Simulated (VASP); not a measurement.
# BN in VASP: further runs

The runs below take BN through single point, with PBE+D3(BJ).

Everything below comes from runs of VASP 6.6.1. Logs are shortened: lines on timing, memory, paths and dates and some standing lists are left out, and cuts for length are marked.

### Step 1. The slab as given

The cell holds a slab with vacuum, 4 atoms: a = 2.509 Å, b = 2.509 Å, c = 32.600 Å, α = 90.00°, β = 90.00°, γ = 60.00°.

### Step 2. Single point, PBE+D3(BJ)

The input, INCAR:

```
SYSTEM = BN
PREC = Accurate
ENCUT = 520
EDIFF = 1E-7
ISMEAR = 0
SIGMA = 0.02
LREAL = .False.
LASPH = .True.
NELM = 100
ALGO = Normal
ISIF = 2
LWAVE = .False.
LCHARG = .True.
LDIPOL = .True.
IDIPOL = 3
DIPOL = 0.5 0.5 0.500
GGA = PE
IVDW = 12
LELF = .True.
LVHAR = .True.
LVACPOTAV = .True.
NBANDS = 16
```

The input, KPOINTS:

```
Automatic mesh
0
Gamma
  10 10 1
  0 0 0
```

The input, POSCAR:

```
BN
1.0
    2.5087542034      0.0014369843      0.0000000000
    1.2531178291      2.1733719020      0.0000000000
    0.0000000000      0.0000000000     32.6000000000
B N
2 2
Direct
    0.4999824924      0.4999824924      0.4482855422
    0.5000175076      0.5000175076      0.5517144578
    0.8333147823      0.8333147823      0.4482522180
    0.1666852177      0.1666852177      0.5517477820
```

Potentials or basis: VASP PAW PBE potentials, release 64 (B, N).

Command:

```console
> cat potpaw_PBE.64/B/POTCAR potpaw_PBE.64/N/POTCAR > POTCAR
> mpirun -np 1 vasp_std > vasp.out
```

OUTCAR:

```text
SYSTEM = BN
   PREC = Accurate
   ENCUT = 520
   EDIFF = 1E-7
   ISMEAR = 0
   LREAL = .False.
   LASPH = .True.
   NELM = 100
   ISIF = 2
   GGA = PE
   IVDW = 12
 IVDW          = 12

 ion  position               nearest neighbor table
   1  0.500  0.500  0.448-   3 1.45   3 1.45   3 1.45
   2  0.500  0.500  0.552-   4 1.45   4 1.45   4 1.45
   3  0.833  0.833  0.448-   1 1.45   1 1.45   1 1.45
   4  0.167  0.167  0.552-   2 1.45   2 1.45   2 1.45

  LATTYP: Found a hexagonal cell.
 ALAT       =     2.5087546149
 C/A-ratio  =    12.9944952790

  Lattice vectors:

 A1 = (  -1.2531178291,  -2.1733719020,   0.0000000000)
 A2 = (   2.5087542034,   0.0014369843,   0.0000000000)
 A3 = (   0.0000000000,   0.0000000000,  32.6000000000)

Analysis of symmetry for initial positions (statically):
=====================================================================
 Subroutine PRICEL returns:
 Original cell was already a primitive cell.

 Routine SETGRP: Setting up the symmetry group for a
 hexagonal supercell.

 Subroutine GETGRP returns: Found  4 space group operations
 (whereof  4 operations were pure point group operations)
 out of a pool of 24 trial point group operations.

The static configuration has the point symmetry C_2h.

Analysis of symmetry for dynamics (positions and initial velocities):
=====================================================================
 Subroutine PRICEL returns:
 Original cell was already a primitive cell.

 Routine SETGRP: Setting up the symmetry group for a
 hexagonal supercell.

 Subroutine GETGRP returns: Found  4 space group operations
 (whereof  4 operations were pure point group operations)
 out of a pool of 24 trial point group operations.

The dynamic configuration has the point symmetry C_2h.

 Subroutine INISYM returns: Found  4 space group operations
 (whereof  4 operations are pure point group operations),
 and found     1 'primitive' translations

----------------------------------------------------------------------------------------

                                     Primitive cell

  volume of cell :     177.6914

  direct lattice vectors                    reciprocal lattice vectors
     2.508754203  0.001436984  0.000000000     0.398735900 -0.229902239  0.000000000
     1.253117829  2.173371902  0.000000000    -0.000263635  0.460266540  0.000000000
     0.000000000  0.000000000 32.600000000     0.000000000  0.000000000  0.030674847

  length of vectors
[... 96 lines left out ...]
   PSTRESS=    0.0 pullay stress
   NELECT =      16.0000    total number of electrons
   NUPDOWN=      -1.0000    fix difference up-down
   EMIN   =  10.00;   EMAX   =-10.00  energy-range for DOS
   EFERMI =   0.00;   METHOD = LEGACY
   ISMEAR =     0;   SIGMA  =   0.02  broadening in eV -4-tet -1-fermi 0-gaus
   EFERMI_NEDOS =   21; number of points for ismear=-14 and -15
   IALGO  =     38    algorithm
   IMIX   =      4    mixing-type and parameters
     AMIX     =   0.40;   BMIX     =  1.00
     AMIX_MAG =   1.60;   BMIX_MAG =  1.00
  volume/ion in A,a.u.               =      44.42       299.78
  Fermi-wavevector in a.u.,A,eV,Ry     =   0.733769  1.386622  7.325608  0.538417
  Thomas-Fermi vector in A             =   1.826559
   LORBIT       =      0    0 simple, 1 ext, 2 COOP (PROOUT), +10 PAW based schemes
   GGA     = PE    functional components
   LHFCALC =     F    Hartree Fock is set to
   AEXX    =    0.0000 exact exchange contribution
   IVDW    =    12    specifies the selected vdW correction
   LEPSILON=     F    determine dielectric tensor
   LRPA    =     F    only Hartree local field effects (RPA)
 non-spin polarized calculation
 Gauss-broadening in eV      SIGMA  =   0.02
  energy-cutoff  :      520.00
  volume of cell :      177.69
 maximum number of plane-waves:      4825
   NGX =  9   NGY =  9   NGZ =121

 dipolmoment           0.000000      0.000000      0.000000 electrons x Angstroem

 number of electron      15.9999998 magnetization

 dipolmoment           0.000000      0.000000     -0.000000 electrons x Angstroem

 Free energy of the ion-electron system (eV)
  ---------------------------------------------------
  ext. energy  EPLUGINS =         0.00000000
  ---------------------------------------------------
  free energy    TOTEN  =       -35.17981800 eV

  energy without entropy =      -35.17981800  energy(sigma->0) =      -35.17981800

 E-fermi :  -4.1720     XC(G=0):  -2.3433

 val. band max:       -4.2883419676   @ k =  -0.4000   0.3000   0.0000
 cond. band min:       0.1458180100   @ k =  -0.4000   0.3000   0.0000
 fundamental gap:      4.4341599776
 Fermi energy:        -4.1720143453

 k-point     1 :       0.0000    0.0000    0.0000
  band No.  band energies     occupation
      1     -21.8855      2.00000
      2     -21.7559      2.00000
      3      -9.8796      2.00000
      4      -8.9131      2.00000
      5      -5.5286      2.00000
      6      -5.5286      2.00000
[... 433 lines left out ...]
      3     -10.6825      2.00000
      4     -10.6649      2.00000
      5      -8.9201      2.00000
      6      -8.8851      2.00000
[... 8 lines left out ...]
     15       5.9386      0.00000
     16       6.6005      0.00000

 [... further k-points ...]

------------------------ aborting loop because EDIFF is reached ----------------------------------------

 vacuum level on the upper side and lower side of the slab       (xc-potential included)        -0.130        -0.130

 Edisp (eV)   -0.41954

 E8    (eV) :    -0.1293

  FORCE on cell =-STRESS in cart. coord.  units (eV):
  Direction    XX          YY          ZZ          XY          YZ          ZX
  --------------------------------------------------------------------------------------
  -------------------------------------------------------------------------------------
  Total      -0.09141    -0.09216    -0.03213     0.00066    -0.00001    -0.00001
  in kB      -0.82418    -0.83102    -0.28967     0.00594    -0.00007    -0.00011
  external pressure =       -0.65 kB  Pullay stress =        0.00 kB

 VOLUME and BASIS-vectors are now :
 -----------------------------------------------------------------------------
  energy-cutoff  :      520.00
  volume of cell :      177.69
      direct lattice vectors                 reciprocal lattice vectors
     2.508754203  0.001436984  0.000000000     0.398735900 -0.229902239  0.000000000
     1.253117829  2.173371902  0.000000000    -0.000263635  0.460266540  0.000000000
     0.000000000  0.000000000 32.600000000     0.000000000  0.000000000  0.030674847

 POSITION                                       TOTAL-FORCE (eV/Angst)
 -----------------------------------------------------------------------------------
      1.88087      1.08737     14.61411        -0.000245     -0.000142     -0.003652
      1.88100      1.08744     17.98589         0.000245      0.000142      0.003652
      3.13482      1.81230     14.61302         0.000255      0.000147      0.002333
      0.62705      0.36251     17.98698        -0.000255     -0.000147     -0.002333
 -----------------------------------------------------------------------------------
    total drift:                                0.000000      0.000000     -0.000000

  FREE ENERGIE OF THE ION-ELECTRON SYSTEM (eV)
  ---------------------------------------------------
  free  energy   TOTEN  =       -35.5993553019 eV

  energy  without entropy=      -35.5993553019  energy(sigma->0) =      -35.59935530

 vacuum level on the upper side and lower side of the slab         1.649         1.649
```

OSZICAR:

```text
N       E                     dE             d eps       ncg     rms          rms(c)
DAV:   1     0.131668325983E+03    0.13167E+03   -0.60603E+03  1024   0.741E+02
DAV:   2    -0.228623472207E+02   -0.15453E+03   -0.13392E+03  1696   0.175E+02
[... 15 lines left out ...]
DAV:  18    -0.351798050600E+02   -0.10818E-04   -0.20640E-07  1216   0.226E-03    0.425E-04
DAV:  19    -0.351798146057E+02   -0.95457E-05   -0.21040E-07  1080   0.161E-03    0.625E-04
DAV:  20    -0.351798158559E+02   -0.12502E-05   -0.13389E-08  1024   0.661E-04    0.147E-04
DAV:  21    -0.351798171063E+02   -0.12505E-05   -0.19646E-08   936   0.720E-04    0.299E-04
DAV:  22    -0.351798176179E+02   -0.51154E-06   -0.48495E-09   952   0.506E-04    0.421E-05
DAV:  23    -0.351798179239E+02   -0.30604E-06   -0.28392E-09   968   0.321E-04    0.126E-04
DAV:  24    -0.351798180015E+02   -0.77538E-07   -0.41516E-10  1056   0.161E-04
   1 F= -.35599355E+02 E0= -.35599355E+02  d E =-.136009E-17
```

stdout:

```text
POSCAR found type information on POSCAR B N
 POSCAR found :  2 types and       4 ions
 scaLAPACK will be used
 LDA part: xc-table for (Slater+PW92), standard interpolation
 POSCAR, INCAR and KPOINTS ok, starting setup
 FFT: planning ... GRIDC
 FFT: planning ... GRID_SOFT
 FFT: planning ... GRID
 WAVECAR not read
 entering main loop
```

Wall time 2.3 min (1 thread of Intel Xeon Platinum 8488C (Sapphire Rapids), shared host); peak memory 0.34 GiB.

What came out:

```
Free energy                            : -35.5994 eV
Largest force                          : 0.004 eV/Å
Band gap on the k mesh                 : 4.43 eV, direct
Dispersion energy per atom             : -0.105 eV
Ionisation potential of the upper face : 5.94 eV
```

Forces on the atoms (eV/Å):
```
B    0.000  0.000 -0.004
B    0.000  0.000  0.004
N    0.000  0.000  0.002
N    0.000  0.000 -0.002
```

A hybrid or GW would open this gap; PBE tends to underestimate it.

### Step 3. Single point, PBE+D3(BJ)

This run uses another cell than the first one: it holds 2 atoms, not 4.

The input, INCAR:

```
ALGO = Normal ; DIPOL = 0.5 0.5 0.500
EDIFF = 1E-6 ; ENCUT = 520
GGA = PE ; IDIPOL = 3
ISIF = 2 ; ISMEAR = 0
IVDW = 12 ; LASPH = T
LCHARG = F ; LDIPOL = T
LREAL = F ; LWAVE = F
NBANDS = 11 ; NELM = 100
PREC = Accurate ; SIGMA = 0.02
```

The input, KPOINTS:

```
k-points
0
Gamma
  10 10 1
```

The input, POSCAR:

```
BN
1.0
    2.5087542108      0.0014369858      0.0000000000
    1.2531178344      2.1733719075      0.0000000000
    0.0000000000      0.0000000000     26.0000000000
B N
1 1
Direct
    0.4999824916      0.4999824916      0.5000000000
    0.8333175184      0.8333175184      0.5000000000
```

Potentials or basis: VASP PAW PBE potentials, release 64 (B, N).

Command:

```console
> cat potpaw_PBE.64/B/POTCAR potpaw_PBE.64/N/POTCAR > POTCAR
> mpirun -np 1 vasp_std > vasp.out
```

Run time: 32 s. Hardware: 1 thread of Intel Xeon Platinum 8488C (Sapphire Rapids), shared host; peak memory 0.25 GiB.

It converged, with:

* Free energy: -17.7544 eV
* Band gap on the k mesh: 4.87 eV, indirect (least direct gap 5.01 eV)
* Dispersion energy per atom: -0.077 eV

Levels at points of the mesh, in eV from the valence-band top:
| k point | band 1 | band 2 | band 3 | band 4 | band 5 | band 6 | band 7 | band 8 |
| --- | --- | --- | --- | --- | --- | --- | --- | --- |
| (0.00, 0.00, 0.00) | -17.45 | -5.03 | -1.16 | -1.16 | 4.87 | 5.76 | 6.04 | 6.50 |
| (0.50, 0.00, 0.00) | -14.38 | -8.68 | -3.94 | -0.72 | 4.97 | 9.88 | 12.64 | 13.08 |

As with any semilocal functional, this PBE gap is likely too small.
